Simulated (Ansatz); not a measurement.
Crystal: MnO2.

```xyz
6
Lattice="2.8550 0.0000 0.0000 -1.4275 2.4725 0.0000 0.0000 0.0000 10.2217" Properties=species:S:1:pos:R:3 pbc="T T T"
Mn    0.0000    0.0000    5.1109
Mn    0.0000    0.0000    0.0000
O     1.4275    0.8242    4.1588
O     1.4275    0.8242    0.9521
O     0.0000    1.6483    6.0630
O     0.0000    1.6483    9.2697
```

Measurements of this composition are mostly on another form, of space group No. 136.

| Quantity | Value |
| --- | --- |
| Program | Ansatz 0.2.0 |
| Task | relaxation of cell and atoms |
| Functional | PBEsol |
| Potentials or basis | Ansatz PAW |
| Cutoff | 420 eV (not typed: the program's choice for these potentials) |
| k mesh | 11 × 11 × 3 |
| Occupations | fermi-dirac, width 0.05 eV |
| Spin | collinear spin, ferromagnetic start |
| Starting moments | [4.0, 4.0, 0.0, 0.0, 0.0, 0.0] μB |

At the start: volume 12.03 Å³/atom.

Task: Where does the relaxation end?

Result: It ends after 24 steps and the volume is 12.97 Å³/atom (+7.9 %); space group P6_3/mmc (No. 194, to 0.05 Å); moment 6.00 μB per cell.

Step by step:
```tsv
step	energy change (eV)	largest force (eV/Å)	volume (Å³)
1	0.0000	0.1901	72.15
2	-0.0057	0.0955	72.74
3	-0.0065	0.0064	73.02
4	-0.0069	0.0001	72.93
5	-0.0123	0.0000	72.93
6	-0.0095	0.0057	73.77
7	-0.0069	0.0016	74.31
8	-0.0148	0.0021	74.31
9	-0.0117	0.0005	75.09
10	-0.0101	0.0061	75.40
11	-0.0159	0.0057	75.40
12	-0.0132	0.0006	76.05
13	-0.0122	0.0006	76.24
14	-0.0167	0.0008	76.24
15	-0.0148	0.0004	76.70
16	-0.0169	0.0004	76.70
17	-0.0156	0.0005	76.99
18	-0.0149	0.0005	77.15
19	-0.0171	0.0007	77.15
20	-0.0155	0.0008	77.50
21	-0.0173	0.0008	77.50
22	-0.0168	0.0008	77.62
23	-0.0159	0.0002	77.82
24	-0.0174	0.0001	77.82
```

Final structure:
```
Mn O
1.0
     2.83986    0.00000    0.00000
    -1.41993    2.45939    0.00000
     0.00000    0.00000   11.14255
Mn O
2 4
Direct
  0.00000 0.00000 0.50000
  0.00000 0.00000 0.00000
  0.66667 0.33333 0.41474
  0.66667 0.33333 0.08526
  0.33333 0.66667 0.58526
  0.33333 0.66667 0.91474
```

Caveat: the plane-wave basis is chosen anew once the cell has moved, so the energies of steps on either side of that aren't comparable; the pressure holds a Pulay correction of +0.7 GPa for the finite cutoff; only a ferromagnetic start was run, and an antiferromagnetic order may lie lower in energy; the PAW data sets come from PBE, with cores solved anew for the run's functional, which leaves a small shift of forces and pressure.
